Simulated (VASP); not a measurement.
# Ir (Fm-3m) in VASP: further runs

The runs below take Ir through relaxation of cell and atoms, single point, with PBE.

Everything below comes from runs of VASP 6.6.1. Logs are shortened: lines on timing, memory, paths and dates and some standing lists are left out, and cuts for length are marked.

**1. Starting point**

It takes space group Fm-3m (No. 225, cubic). The conventional cell has a = 3.831 Å, b = 3.831 Å, c = 3.831 Å, α = 90.00°, β = 90.00°, γ = 90.00°. Ir (site symmetry m-3m) has 12 Ir at 2.71 Å as nearest neighbours.

**2. Relaxation of cell and atoms, PBE**

Input file INCAR:

```
SYSTEM = Ir
PREC = Accurate
ENCUT = 520
EDIFF = 1E-7
ISMEAR = 0
SIGMA = 0.1
LREAL = .FALSE.
LASPH = .TRUE.
NELM = 80
ALGO = Normal
ISIF = 3
LWAVE = .FALSE.
LCHARG = .FALSE.
GGA = PE
IBRION = 2
NSW = 80
EDIFFG = -0.15
```

Input file KPOINTS:

```
Automatic mesh
0
G
  18 18 18
  0 0 0
```

Input file POSCAR:

```
Ir
1.0
    0.0000000000      1.9156000000      1.9156000000
    1.9156000000      0.0000000000      1.9156000000
    1.9156000000      1.9156000000      0.0000000000
Ir
1
Direct
    0.0000000000      0.0000000000      0.0000000000
```

Potentials or basis: VASP PAW PBE potentials, release 64 (Ir).

Started as:

```sh
cat potpaw_PBE.64/Ir/POTCAR > POTCAR
mpirun -np 1 vasp_std > vasp.out
```

OUTCAR:

```text
SYSTEM = Ir
   PREC = Accurate
   ENCUT = 520
   EDIFF = 1E-7
   ISMEAR = 0
   LREAL = .FALSE.
   LASPH = .TRUE.
   NELM = 80
   ISIF = 3
   GGA = PE
   IBRION = 2
   NSW = 80
   EDIFFG = -0.15

 ion  position               nearest neighbor table
   1  0.000  0.000  0.000-

  LATTYP: Found a face centered cubic cell.
 ALAT       =     3.8312000000

  Lattice vectors:

 A1 = (   0.0000000000,   1.9156000000,   1.9156000000)
 A2 = (   1.9156000000,   0.0000000000,   1.9156000000)
 A3 = (   1.9156000000,   1.9156000000,   0.0000000000)

Analysis of symmetry for initial positions (statically):
=====================================================================
 Subroutine PRICEL returns:
 Original cell was already a primitive cell.

 Routine SETGRP: Setting up the symmetry group for a
 face centered cubic supercell.

 Subroutine GETGRP returns: Found 48 space group operations
 (whereof 48 operations were pure point group operations)
 out of a pool of 48 trial point group operations.

The static configuration has the point symmetry O_h .

Analysis of symmetry for dynamics (positions and initial velocities):
=====================================================================
 Subroutine PRICEL returns:
 Original cell was already a primitive cell.

 Routine SETGRP: Setting up the symmetry group for a
 face centered cubic supercell.

 Subroutine GETGRP returns: Found 48 space group operations
 (whereof 48 operations were pure point group operations)
 out of a pool of 48 trial point group operations.

The dynamic configuration has the point symmetry O_h .

 Subroutine INISYM returns: Found 48 space group operations
 (whereof 48 operations are pure point group operations),
 and found     1 'primitive' translations

----------------------------------------------------------------------------------------

                                     Primitive cell

  volume of cell :      14.0587

  direct lattice vectors                    reciprocal lattice vectors
     0.000000000  1.915600000  1.915600000    -0.261014826  0.261014826  0.261014826
     1.915600000  0.000000000  1.915600000     0.261014826 -0.261014826  0.261014826
     1.915600000  1.915600000  0.000000000     0.261014826  0.261014826 -0.261014826

  length of vectors
     2.709067500  2.709067500  2.709067500     0.452090940  0.452090940  0.452090940

  position of ions in fractional coordinates (direct lattice)
     0.000000000  0.000000000  0.000000000

  ion indices of the primitive-cell ions
   primitive index   ion index
                 1           1

----------------------------------------------------------------------------------------

 KPOINTS: Automatic mesh

Automatic generation of k-mesh.
 Grid dimensions read from file:
 generate k-points for:   18   18   18

 Generating k-lattice:

  Cartesian coordinates                     Fractional coordinates (reciprocal lattice)
    -0.014500824  0.014500824  0.014500824     0.055555556  0.000000000  0.000000000
     0.014500824 -0.014500824  0.014500824     0.000000000  0.055555556  0.000000000
     0.014500824  0.014500824 -0.014500824     0.000000000  0.000000000  0.055555556

  Length of vectors
     0.025116163  0.025116163  0.025116163

  Shift w.r.t. Gamma in fractional coordinates (k-lattice)
     0.000000000  0.000000000  0.000000000

 Subroutine IBZKPT returns following result:
 ===========================================

 Found    195 irreducible k-points:

 Following reciprocal coordinates:
            Coordinates               Weight
  0.000000  0.000000  0.000000      1.000000
  0.055556  0.000000  0.000000      8.000000
  0.111111  0.000000  0.000000      8.000000
  0.166667  0.000000  0.000000      8.000000
  0.222222  0.000000  0.000000      8.000000
  0.277778  0.000000  0.000000      8.000000
[... 16 lines left out ...]
 -0.277778  0.055556  0.000000     24.000000
 -0.222222  0.055556  0.000000     24.000000
 [... further k-points ...]
   k-points           NKPTS =    195   k-points in BZ     NKDIM =    195   number of bands    NBANDS=      8
   number of dos      NEDOS =    301   number of ions     NIONS =      1
   total plane-waves  NPLWV =   8000
   dimension x,y,z NGX =    20 NGY =   20 NGZ =   20
   dimension x,y,z NGXF=    40 NGYF=   40 NGZF=   40
   ions per type =               1
   NGX,Y,Z   is equivalent  to a cutoff of  12.27, 12.27, 12.27 a.u.
   NGXF,Y,Z  is equivalent  to a cutoff of  24.55, 24.55, 24.55 a.u.
 SYSTEM =  Ir
   PREC   = accura    normal or accurate (medium, high low for compatibility)
   ISTART =      0    job   : 0-new  1-cont  2-samecut
   ICHARG =      2    charge: 1-file 2-atom 10-const
   ISPIN  =      1    spin polarized calculation?
   LNONCOLLINEAR =      F non collinear calculations
   LSORBIT =      F    spin-orbit coupling
   LASPH  =      T    aspherical Exc in radial PAW
   ENCUT  =  520.0 eV  38.22 Ry    6.18 a.u.   5.04  5.04  5.04*2*pi/ulx,y,z
   NELM   =     80;   NELMIN=  2; NELMDL= -5     # of ELM steps
   EDIFF  = 0.1E-06   stopping-criterion for ELM
   LREAL  =      F    real-space projection
   EDIFFG = -.1E+00   stopping-criterion for IOM
   NSW    =     80    number of steps for IOM
   IBRION =      2    ionic relax: 0-MD 1-quasi-New 2-CG
   NFREE  =      1    steps in history (QN), initial steepest desc. (CG)
   ISIF   =      3    stress and relaxation
   ISYM   =      2    0-nonsym 1-usesym 2-fastsym
   POTIM  = 0.5000    time-step for ionic-motion
   TEBEG  =    0.0;   TEEND  =   0.0 temperature during run
   PSTRESS=    0.0 pullay stress
   NELECT =       9.0000    total number of electrons
   NUPDOWN=      -1.0000    fix difference up-down
   EMIN   =  10.00;   EMAX   =-10.00  energy-range for DOS
   EFERMI =   0.00;   METHOD = LEGACY
   ISMEAR =     0;   SIGMA  =   0.10  broadening in eV -4-tet -1-fermi 0-gaus
   EFERMI_NEDOS =   21; number of points for ismear=-14 and -15
   IALGO  =     38    algorithm
   IMIX   =      4    mixing-type and parameters
     AMIX     =   0.40;   BMIX     =  1.00
     AMIX_MAG =   1.60;   BMIX_MAG =  1.00
  volume/ion in A,a.u.               =      14.06        94.87
  Fermi-wavevector in a.u.,A,eV,Ry     =   1.410937  2.666284 27.085691  1.990742
  Thomas-Fermi vector in A             =   2.532839
   LORBIT       =      0    0 simple, 1 ext, 2 COOP (PROOUT), +10 PAW based schemes
   GGA     = PE    functional components
   LHFCALC =     F    Hartree Fock is set to
   AEXX    =    0.0000 exact exchange contribution
   IVDW    =     0    specifies the selected vdW correction
   LEPSILON=     F    determine dielectric tensor
   LRPA    =     F    only Hartree local field effects (RPA)
 conjugate gradient relaxation of ions
 non-spin polarized calculation
 Gauss-broadening in eV      SIGMA  =   0.10
  energy-cutoff  :      520.00
  volume of cell :       14.06
 maximum number of plane-waves:       388
   NGX =  9   NGY =  9   NGZ =  9

--------------------------------------- Ionic step        1  -------------------------------------------

 number of electron       9.0000000 magnetization

 Free energy of the ion-electron system (eV)
  ---------------------------------------------------
  ext. energy  EPLUGINS =         0.00000000
  ---------------------------------------------------
  free energy    TOTEN  =        -8.83668779 eV

  energy without entropy =       -8.83164382  energy(sigma->0) =       -8.83416581

 E-fermi :  10.5526     XC(G=0): -14.0255

 val. band max:       10.5475115491   @ k =   0.5000   0.2222   0.1111
 cond. band min:      10.5590854091   @ k =   0.3333   0.1111   0.0556
 fundamental gap:      0.0115738600
 Fermi energy:        10.5526203215

 k-point     1 :       0.0000    0.0000    0.0000
  band No.  band energies     occupation
      1      -0.6718      2.00000
      2       6.5932      2.00000
      3       6.5932      2.00000
      4       6.5932      2.00000
      5       9.3094      2.00000
      6       9.3094      2.00000
      7      24.8280      0.00000
      8      30.4525      0.00000

 k-point     2 :       0.0556    0.0000    0.0000
  band No.  band energies     occupation
      1      -0.5332      2.00000
      2       6.5183      2.00000
      3       6.6538      2.00000
      4       6.6538      2.00000
      5       9.2697      2.00000
      6       9.2697      2.00000
      7      25.0691      0.00000
      8      29.7045      0.00000
[... 299 lines left out ...]
 POSITION                                       TOTAL-FORCE (eV/Angst)
 -----------------------------------------------------------------------------------
      2.01447      2.01447      4.02895        -0.000000      0.000000      0.000000
 -----------------------------------------------------------------------------------
    total drift:                               -0.000000     -0.000000      0.000000

  FREE ENERGIE OF THE ION-ELECTRON SYSTEM (eV)
  ---------------------------------------------------
  free  energy   TOTEN  =        -8.6556819824 eV

  energy  without entropy=       -8.6489421120  energy(sigma->0) =       -8.65231205

--------------------------------------- Ionic step        3  -------------------------------------------

 number of electron       9.0000000 magnetization

 Free energy of the ion-electron system (eV)
  ---------------------------------------------------
  ext. energy  EPLUGINS =         0.00000000
  ---------------------------------------------------
  free energy    TOTEN  =        -8.85344274 eV

  energy without entropy =       -8.84804780  energy(sigma->0) =       -8.85074527

 E-fermi :   9.9645     XC(G=0): -13.8246

 val. band max:        9.9619932610   @ k =   0.5000   0.2222   0.1111
 cond. band min:       9.9687081550   @ k =   0.3333   0.1111   0.0556
 fundamental gap:      0.0067148940
 Fermi energy:         9.9644713287

 k-point     1 :       0.0000    0.0000    0.0000
  band No.  band energies     occupation
      1      -0.8905      2.00000
      2       6.2090      2.00000
      3       6.2090      2.00000
      4       6.2090      2.00000
      5       8.7820      2.00000
      6       8.7820      2.00000
      7      24.3112      0.00000
      8      29.7341      0.00000

 k-point     2 :       0.0556    0.0000    0.0000
  band No.  band energies     occupation
      1      -0.7569      2.00000
      2       6.1385      2.00000
      3       6.2667      2.00000
      4       6.2667      2.00000
      5       8.7451      2.00000
      6       8.7451      2.00000
      7      24.5396      0.00000
      8      28.9970      0.00000
[... 264 lines left out ...]
 POSITION                                       TOTAL-FORCE (eV/Angst)
 -----------------------------------------------------------------------------------
      0.00000      0.00000     -0.00000         0.000000     -0.000000     -0.000000
 -----------------------------------------------------------------------------------
    total drift:                                0.000000      0.000000     -0.000000

  FREE ENERGIE OF THE ION-ELECTRON SYSTEM (eV)
  ---------------------------------------------------
  free  energy   TOTEN  =        -8.8534427418 eV

  energy  without entropy=       -8.8480477976  energy(sigma->0) =       -8.85074527

 reached required accuracy - stopping structural energy minimisation
```

It took 18 s on 1 thread of Intel Xeon 6975P-C (Granite Rapids), shared host; peak memory 0.15 GiB.

Results:

| Property | Result |
| --- | --- |
| Free energy | -8.8534 eV |
| Relaxed volume | 14.54 Å³/atom |
| Relaxed cell | a = 2.740 Å, b = 2.740 Å, c = 2.740 Å, α = 60.00°, β = 60.00°, γ = 60.00° |
| Space group after relaxing (to 0.05 Å) | Fm-3m (No. 225) |
| Energy gained by relaxing | 16.8 meV/atom |
| Ionic steps | 3 |
| Pressure after relaxing | -0.6 GPa |
| Band gap on the k mesh | none (metal or under the smearing width) |

The path:
```csv
step,energy change (eV),largest force (eV/Å),pressure (GPa),volume (Å³)
1,0.0000,0.0000,12.19,14.06
2,0.1810,0.0000,-30.50,16.35
3,-0.0168,0.0000,-0.61,14.54
```

Final structure:
```xyz
1
Lattice="0.0000 1.9373 1.9373 1.9373 0.0000 1.9373 1.9373 1.9373 0.0000" Properties=species:S:1:pos:R:3 pbc="T T T"
Ir    0.0000    0.0000    0.0000
```

Levels at points of the mesh, in eV from the Fermi level:
| k point | band 2 | band 3 | band 4 | band 5 | band 6 | band 7 |
| --- | --- | --- | --- | --- | --- | --- |
| (0.00, 0.00, 0.00) | -3.76 | -3.76 | -3.76 | -1.18 | -1.18 | 14.35 |
| (0.50, 0.00, 0.00) | -3.85 | -3.85 | -0.72 | 0.82 | 0.82 | 6.96 |
| (0.50, 0.50, 0.00) | -7.07 | 0.79 | 1.37 | 1.37 | 1.67 | 10.11 |

Caveat: the relaxation stopped at a loose force limit of 0.15 eV/Å, so its end isn't a converged minimum. The run has no spin-orbit coupling, so splittings on Ir are missing.

**3. Relaxation of cell and atoms, PBE**

This run uses another cell than the first one, of 14.54 Å³/atom, 1.034 times its volume.

INCAR is that of step 2.

KPOINTS is that of step 2.

Input file POSCAR:

```
Ir                                      
1.0
    0.0000000000      1.9373081410      1.9373081410
    1.9373081410      0.0000000000      1.9373081410
    1.9373081410      1.9373081410     -0.0000000000
  Ir            
     1
Direct
     0.0000000000000000    0.0000000000000000    0.0000000000000000
```

Potentials or basis: VASP PAW PBE potentials, release 64 (Ir).

Started as:

```sh
cat potpaw_PBE.64/Ir/POTCAR > POTCAR
mpirun -np 1 vasp_std > vasp.out
```

Run time: 8.1 s. Hardware: 1 thread of Intel Xeon 6975P-C (Granite Rapids), shared host; peak memory 0.14 GiB.

Results (log left out):

- Free energy: -8.8538 eV
- Pressure after relaxing: -0.6 GPa
- Band gap on the k mesh: none (metal or under the smearing width)

Final structure:
```xyz
1
Lattice="0.0000 1.9373 1.9373 1.9373 0.0000 1.9373 1.9373 1.9373 0.0000" Properties=species:S:1:pos:R:3 pbc="T T T"
Ir    0.0000    0.0000    0.0000
```

Levels at points of the mesh, in eV from the Fermi level:
| k point | band 2 | band 3 | band 4 | band 5 | band 6 | band 7 |
| --- | --- | --- | --- | --- | --- | --- |
| (0.00, 0.00, 0.00) | -3.76 | -3.76 | -3.76 | -1.18 | -1.18 | 14.35 |
| (0.50, 0.00, 0.00) | -3.85 | -3.85 | -0.72 | 0.82 | 0.82 | 6.96 |
| (0.50, 0.50, 0.00) | -7.07 | 0.79 | 1.37 | 1.37 | 1.67 | 10.11 |

Caveat: the relaxation stopped at its first step, so nothing moved; the relaxation stopped at a loose force limit of 0.15 eV/Å, so its end isn't a converged minimum. Spin-orbit coupling is left out, which matters for the levels of Ir.

**4. Single point, PBE**

This run uses another cell than the first one, of 14.54 Å³/atom, 1.034 times its volume.

INCAR: that of step 3 with these lines changed.

```diff
@@ -10,3 +10,3 @@
 ALGO = Normal
-ISIF = 3
+ISIF = 2
 LWAVE = .FALSE.
@@ -14,4 +14,2 @@
 GGA = PE
-IBRION = 2
-NSW = 80
-EDIFFG = -0.15
+NBANDS = 10
```

KPOINTS is that of step 3.

POSCAR: that of step 3 with these lines changed.

```diff
@@ -4,3 +4,3 @@
     1.9373081410      0.0000000000      1.9373081410
-    1.9373081410      1.9373081410     -0.0000000000
+    1.9373081410      1.9373081410      0.0000000000
   Ir
```

Started as:

```sh
cat potpaw_PBE.64/Ir/POTCAR > POTCAR
mpirun -np 1 vasp_std > vasp.out
```

Wall time 9.2 s (1 thread of Intel Xeon 6975P-C (Granite Rapids), shared host); peak memory 0.15 GiB.

It converged, with:

- Free energy: -8.8538 eV
- Pressure: -0.6 GPa
- Band gap on the k mesh: none (metal or under the smearing width)

Levels at points of the mesh, in eV from the Fermi level:
| k point | band 1 | band 2 | band 3 | band 4 | band 5 | band 6 | band 7 | band 8 | band 9 |
| --- | --- | --- | --- | --- | --- | --- | --- | --- | --- |
| (0.00, 0.00, 0.00) | -10.85 | -3.76 | -3.76 | -3.76 | -1.18 | -1.18 | 14.35 | 19.77 | 19.77 |
| (0.50, 0.00, 0.00) | -7.84 | -3.85 | -3.85 | -0.72 | 0.82 | 0.82 | 6.96 | 13.88 | 19.52 |
| (0.50, 0.50, 0.00) | -7.63 | -7.07 | 0.79 | 1.37 | 1.37 | 1.67 | 10.11 | 11.55 | 11.55 |

(Continued in part 2 of 2.)
